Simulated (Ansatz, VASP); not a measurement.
**Mg15Fe (Mg(0001)-c(4x2)-Fe surface alloy) in two plane-wave programs**

One calculation is typed for both programs; each brings its own data sets and cutoff. How far apart do they land? The structure shown is the end of the Ansatz relaxation below.

Main program and level: Ansatz 0.2.0; plane waves, with VASP 6.6.1 beside it; single point at PBE with D3(BJ).

### 1. Starting point

The cell holds 16 atoms: 15 Mg and 1 Fe. Its edges and angles: a = 6.420 Å, b = 5.560 Å, c = 25.120 Å, α = 90.0°, β = 90.0°, γ = 90.0°. Vacuum lies along c.

### 2. Ansatz: relaxation, PBE with D3(BJ)

Ansatz runs on its default PAW (the set named soft_2) files.

This run makes the geometry at which the two programs are then compared.

input.yaml reads:

```yaml
crystal:
  lattice:
    - [6.42, 0.0, 0.0]
    - [0.0, 5.5598830923, 0.0]
    - [0.0, 0.0, 25.11956]
  atoms:
    - { symbol: Mg, position: [0.0, 0.33333333, 0.3383817232] }
    - { symbol: Mg, position: [0.25, 0.83333333, 0.3383817232] }
    - { symbol: Mg, position: [0.5, 0.33333333, 0.3383817232] }
    - { symbol: Mg, position: [0.75, 0.83333333, 0.3383817232] }
    - { symbol: Mg, position: [0.0, 0.0, 0.4421462796] }
    - { symbol: Mg, position: [0.25, 0.5, 0.4421462796] }
    - { symbol: Mg, position: [0.5, 0.0, 0.4421462796] }
    - { symbol: Mg, position: [0.75, 0.5, 0.4421462796] }
    - { symbol: Mg, position: [0.0, 0.33333333, 0.545910836] }
    - { symbol: Mg, position: [0.25, 0.83333333, 0.545910836] }
    - { symbol: Mg, position: [0.5, 0.33333333, 0.545910836] }
    - { symbol: Mg, position: [0.75, 0.83333333, 0.545910836] }
    - { symbol: Mg, position: [0.0, 0.0, 0.6496753924] }
    - { symbol: Mg, position: [0.25, 0.5, 0.6496753924] }
    - { symbol: Mg, position: [0.5, 0.0, 0.6496753924] }
    - { symbol: Fe, position: [0.75, 0.5, 0.6616182768], spin: 3.0 }
magnetization:
  spin_polarized: true
kpoints:
  mp_grid: { grid: [5, 5, 1] }
hamiltonian:
  xc: pbe
  dispersion: d3bj
scf:
  occupations: { method: fermi_dirac, width: 0.1 }
  convergence: { dr2_threshold: 1.0e-08 }
efield:
  axis: 3
  dipole_correction: true
  ramp_position: 0.97
  ramp_width: 0.06
relax:
  f_tol: 0.015
  max_steps: 90
  constraints: [{ sites: [0, 1, 2, 3, 4, 5, 6, 7] }]
output:
  write_potential: true
  write_density: true
  volumetric_format: npy
```

Run with:

```
ansatz run input.yaml --threads 4 --pin off --max-ram 12288MiB --backend cpu --events-out ev --progress --plain --runs-dir out
```

Numbers of over 12 decimals in the logs are rounded to 6 here.

The program printed:

```text
Engine: ansatz 0.2.0, x86_64-unknown-linux-gnu
Pseudopotentials: kind: paw
Pseudopotential: Mg, paw, valence charge 10, recommended cutoff 420 eV (normal), Mg.paw.azcp
Pseudopotential: Fe, paw, valence charge 16, recommended cutoff 420 eV (normal), Fe.paw.azcp
Functional definition: PBE
  parameter kappa = 0.804
  parameter beta = 0.066725
  exchange = pbe_x(kappa = kappa, mu = beta*pi^2/3)
  correlation = pbe_c(beta = beta)
Crystal: 16 atoms, lattice volume = 896.629 Å³
Basis set: ecut = 420 eV, 17521 PW (Γ), exchange–correlation on 90×80×360 points (8 copies of the dense FFT grid, shifted against one another)
Bands: 102, of which v1, the nominal top of the filled ones, is band 83 counted from 1 (82 counted from 0)
Symmetry: 2 space group operations
k-points: 9 of 25 (time reversal used)
Non-local potential: Mg, projectors of the file, l = 0: 3, l = 1: 2, l = 2: 1
Non-local potential: Fe, projectors of the file, l = 0: 3, l = 1: 2, l = 2: 3, l = 3: 1
PAW form: soft (Blöchl's): semilocal exchange-correlation on the pseudo side does not see the compensation charge
PAW one-centre angular grid: Mg, 110 points (default); XC on 64 Gauss nodes
PAW one-centre angular grid: Fe, 590 points (default); XC on 64 Gauss nodes
Initial density: superposition of atomic densities (neutral atoms: chi_scale 0, normalization atom)
Starting moments: Σ|m| = 3 μB on 1 of 16 sites
Initial wavefunctions: pseudopotential atomic-orbital guess
Functional: x = pbe(κ = 0.804, μ = 0.219515), c = pbe(β = 0.066725)
SCF iter   1: F=—  HF=-33336.310615 eV  |F-HF|=—  |Δ(HF+E_count)|=         —  Δρ=1.07e-2 (↑1.07e-2 ↓6.71e-3)  dr2=8.11e0  dr2_m=1.09e-1  M=2.968 μB ∫|m|=3.403 μB  β_m=1.00  ethr=3.10e-3  p=0.000 e·Å  D=8.57e-9 V/Å  ΔV_dip=-0.00 eV  dr2_dipole=1.16e0  V_vac-E_F(+/−)=4.77/4.77 eV  ⟨swp⟩=15.4  Hψ=10233  notcnv=0  defer=8
Mixer restart at iter 1: flushing history
efield: sawtooth ramp at fractional position 0.9700 (set: `efield.ramp_position`, or a place that a band, a saddle search or an elastic batch's reference lends), width 0.0600; the density the first Hamiltonian is built on has a dipole p = 0.000 e·Å; the dipole correction subtracts the counter field D = 8.57e-9 V/Å, which shifts the + side's vacuum level by -0.00 eV against the − side's; the planar-averaged density in the ramp window peaks in size at 2.2e-6 e/Å³
preconditioner: auto → LDOS  [metal: Δε(μ)=0.005 eV  Ē_g=4.443 eV  σ=0.100 eV  W_gap=0.01  n_scr=126 (ndim 8)  ℏωp=7.6 eV  f_vac=0.517  D(μ)=12.35/eV (n_scr^D=68)]
spin=Collinear: LDOS preconditioning applied to the charge; magnetization (m = ρ↑ − ρ↓) channel mixes plain (no charge-response kernel on spin).
SCF iter   2: F=—  HF=-33336.311977 eV  |F-HF|=—  |Δ(HF+E_count)|=   1.36e-3  Δρ=5.06e-3 (↑5.06e-3 ↓4.31e-3)  dr2=3.23e0  dr2_m=1.01e-2  M=3.028 μB ∫|m|=3.630 μB  β_m=0.51  ethr=3.10e-3  p=-0.015 e·Å  D=-3.07e-3 V/Å  ΔV_dip=0.08 eV  dr2_dipole=4.24e-1  V_vac-E_F(+/−)=4.54/4.46 eV  ⟨swp⟩=2.0  Hψ=2622  notcnv=0  defer=25
density mixer auto → msr1: a metal under ldos (density of states about μ 1.30 of a free-electron gas's, 126 screened modes)
SCF iter   3: F=—  HF=-33336.443367 eV  |F-HF|=—  |Δ(HF+E_count)|=   1.31e-1  Δρ=2.57e-3 (↑2.57e-3 ↓1.78e-3)  dr2=1.77e-1  dr2_m=1.93e-2  M=3.111 μB ∫|m|=3.915 μB  β_m=0.71  ethr=1.95e-3  p=-0.041 e·Å  D=-8.37e-3 V/Å  ΔV_dip=0.21 eV  dr2_dipole=8.32e-3  V_vac-E_F(+/−)=4.10/3.89 eV  ⟨swp⟩=3.1  Hψ=2606  notcnv=0  defer=27
SCF iter   4: F=—  HF=-33336.507841 eV  |F-HF|=—  |Δ(HF+E_count)|=         —  Δρ=1.36e-3 (↑1.36e-3 ↓1.35e-3)  dr2=5.23e-2  dr2_m=1.85e-3  M=3.157 μB ∫|m|=3.894 μB  β_m=0.71  ethr=1.07e-4  p=-0.026 e·Å  D=-5.24e-3 V/Å  ΔV_dip=0.13 eV  dr2_dipole=1.83e-3  V_vac-E_F(+/−)=3.94/3.81 eV  ⟨swp⟩=2.8  Hψ=3816  notcnv=0  defer=17
SCF iter   5: F=—  HF=-33336.510585 eV  |F-HF|=—  |Δ(HF+E_count)|=   2.74e-3  Δρ=9.32e-4 (↑1.63e-4 ↓9.32e-4)  dr2=4.02e-3  dr2_m=1.95e-3  M=3.129 μB ∫|m|=3.823 μB  β_m=0.85  ethr=3.15e-5  p=-0.023 e·Å  D=-4.55e-3 V/Å  ΔV_dip=0.11 eV  dr2_dipole=3.36e-4  V_vac-E_F(+/−)=3.91/3.80 eV  ⟨swp⟩=2.0  Hψ=3282  notcnv=0  defer=18
SCF iter   6: F=—  HF=-33336.514175 eV  |F-HF|=—  |Δ(HF+E_count)|=   3.59e-3  Δρ=6.02e-4 (↑9.15e-5 ↓6.02e-4)  dr2=6.74e-4  dr2_m=8.43e-4  M=3.144 μB ∫|m|=3.823 μB  β_m=0.93  ethr=2.42e-6  p=-0.022 e·Å  D=-4.51e-3 V/Å  ΔV_dip=0.11 eV  dr2_dipole=1.32e-5  V_vac-E_F(+/−)=3.89/3.78 eV  ⟨swp⟩=2.0  Hψ=3427  notcnv=0  defer=18
SCF iter   7: F=—  HF=-33336.517441 eV  |F-HF|=—  |Δ(HF+E_count)|=   3.27e-3  Δρ=4.51e-4 (↑5.37e-5 ↓4.51e-4)  dr2=4.60e-4  dr2_m=4.57e-4  M=3.151 μB ∫|m|=3.809 μB  β_m=0.96  ethr=4.06e-7  p=-0.022 e·Å  D=-4.40e-3 V/Å  ΔV_dip=0.11 eV  dr2_dipole=1.93e-6  V_vac-E_F(+/−)=3.88/3.77 eV  ⟨swp⟩=2.3  Hψ=3425  notcnv=0  defer=18
[...]
SCF converged after 10 iterations
Magnetization: 2.7029 μB (84.3514 up, 81.6486 down)
Absolute magnetization: 3.5864 μB (∫|ρ↑−ρ↓|, with the PAW one-centre terms)
Spin contamination: 0.6779 ħ² per cell (⟨S²⟩ above its minimum at these occupations)
Per-site moments (μB) at R_I (Å): [(0.00259773, 1.319268), (-0.000293213, 1.319268), (0.00259773, 1.319268), (0.00355139, 1.319268), (-0.00518173, 1.302258), (-0.00404311, 1.306546), (-0.00518173, 1.302258), (0.0078997, 1.299624), (-0.019129, 1.146570), (0.0030245, 1.297928), (-0.019129, 1.146570), (-0.015919, 1.143745), (-0.024462, 1.254657), (-0.035751, 1.288974), (-0.024462, 1.254657), (2.855167, 1.143745)]
Free energy (F): -33337.149660 eV
Harris-Foulkes:  -33337.149660 eV  (|F-HF|=3.64e-11)
Internal energy: -33336.826493 eV  (E = F + TS)
E sigma→0 (E₀):  -33336.988076 eV
Entropy (-TS):   -0.323167 eV (-20.198 meV/atom)
Fermi energy:    0.167795 eV
Dipole field:    D = -0.001667 V/Å  (p = -0.008262 e·Å, saw-weighted, corrected)
Work function:   Φ+ = 3.8191 eV   Φ− = 3.7772 eV
Levels:          The Fermi level and band energies are counted from a zero that moves with the ramp; work functions are not
--- Per-component energies (eV) ---
  E_band       = -6685.439141
  E_kinetic    = 1460.335040
  E_local      = -133874.036336  (includes V_loc(G=0)·N_el)
  E_nonlocal   = 1663.994673
  E_hartree    = 62744.397780
  E_xc         = -534.647338
  E_vxc        = -688.812337  (∫ρ·V_xc dr)
  E_paw        = -5761.224960  (= ΣΔE_a)
  E_vpaw       = -735.691556  (= ΣTr[D̂ρ^β])
  E_aug_tail   = 0.000801  (compensation charges beyond the density's cutoff)
  E_efield     = 0.000007  (sawtooth field / dipole correction)
  E_vefield    = -0.024281  (∫n·V_field dr)
  E_ewald      = 40967.958139
  E_disp       = -3.604299  (pairwise vdW)
  E_smearing   = -0.323167  (= −TS)
  E_closure    = -0.000000  (closes the sum)
  Σ components = -33337.149660   (vs F -33337.149660, Δ=0.00e0)
--- Forces (eV/Å), atoms counted from 1 ---
  atom   1  Mg     0.01338521    -0.00964455     0.02228127
  atom   2  Mg    -0.00000000     0.02062580     0.01416211
  atom   3  Mg    -0.01338521    -0.00964455     0.02228127
  atom   4  Mg    -0.00000000     0.00211724     0.02950614
  atom   5  Mg    -0.01640994     0.00917704    -0.01031724
  atom   6  Mg     0.00000000    -0.01437531     0.01532473
  atom   7  Mg     0.01640994     0.00917704    -0.01031724
  atom   8  Mg     0.00000000    -0.00712362    -0.08129208
  atom   9  Mg    -0.00115735     0.00063812    -0.00049391
  atom  10  Mg     0.00000000    -0.00018107    -0.00042035
  atom  11  Mg     0.00115735     0.00063812    -0.00049391
  atom  12  Mg    -0.00000000    -0.00029352    -0.00131333
  atom  13  Mg    -0.00043196    -0.00063154     0.00017534
  atom  14  Mg     0.00000000    -0.00002341     0.00055827
  atom  15  Mg     0.00043196    -0.00063154     0.00017534
  atom  16  Fe     0.00000000     0.00017651     0.00018714
  max |Σ_I F_I| component: 3.57e-6 eV/Å
--- Band table (eV; the first three rows and the last of 18) ---
  k-point 0 ↑: bands = [... 79 lower, -0.8686, -0.7517, -0.6322, -0.6217, -0.5258, 0.5541, 0.7537, 0.9226, ... 15 higher]
  k-point 1 ↑: bands = [... 79 lower, -1.1236, -0.5067, -0.4605, -0.3945, 0.0774, 0.1258, 0.1773, 0.9827, ... 15 higher]
  k-point 2 ↑: bands = [... 79 lower, -1.1518, -1.1127, -1.0290, -0.5974, -0.4515, -0.3053, 0.1215, 0.3140, ... 15 higher]
  k-point 8 ↓: bands = [... 79 lower, -0.1502, 0.0750, 0.2833, 0.4532, 0.6308, 0.8632, 0.9424, 1.4664, ... 15 higher]
--- Relaxed structure (7 steps of the walk, 7 accepted, 0 SCFs on fresh bases) ---
  F+E_penalty+E_count = -33337.14965965 eV   max|allowed force component| = 1.313e-3 eV/Å
  atoms:
    - { symbol: Mg, position: [0.0, 0.333333, 0.338382] }
    - { symbol: Mg, position: [0.250000, 0.83333333, 0.338382] }
    - { symbol: Mg, position: [0.500000, 0.333333, 0.338382] }
    - { symbol: Mg, position: [0.750000, 0.83333333, 0.338382] }
    - { symbol: Mg, position: [0.0, 0.0, 0.4421462796] }
    - { symbol: Mg, position: [0.250000, 0.5, 0.4421462796] }
    - { symbol: Mg, position: [0.500000, 0.0, 0.4421462796] }
    - { symbol: Mg, position: [0.750000, 0.5, 0.4421462796] }
    - { symbol: Mg, position: [-0.00382717, 0.335756, 0.545420] }
    - { symbol: Mg, position: [0.250000, 0.835460, 0.544059] }
    - { symbol: Mg, position: [0.503827, 0.335756, 0.545420] }
    - { symbol: Mg, position: [0.750000, 0.827645, 0.544480] }
    - { symbol: Mg, position: [-0.013116, -0.000843111, 0.644934] }
    - { symbol: Mg, position: [0.250000, 0.500825, 0.645076] }
    - { symbol: Mg, position: [0.513116, -0.000843111, 0.644934] }
    - { symbol: Fe, position: [0.750000, 0.504077, 0.628473] }
```

(Part 1 of 2 ends here.)

[Lines on the potential files, build, host, timing and source positions are cut from VASP's logs without a mark.]

[Logs are printed without paths, hosts, clocks, repeated set-up lines and the standing remarks that a program may print on its own settings, such as how far it seeks lower states.]

[Hosts, paths, dates, database ids (printed as entryN), source tags and the programs' standing remarks are cut or masked in the printed files.]
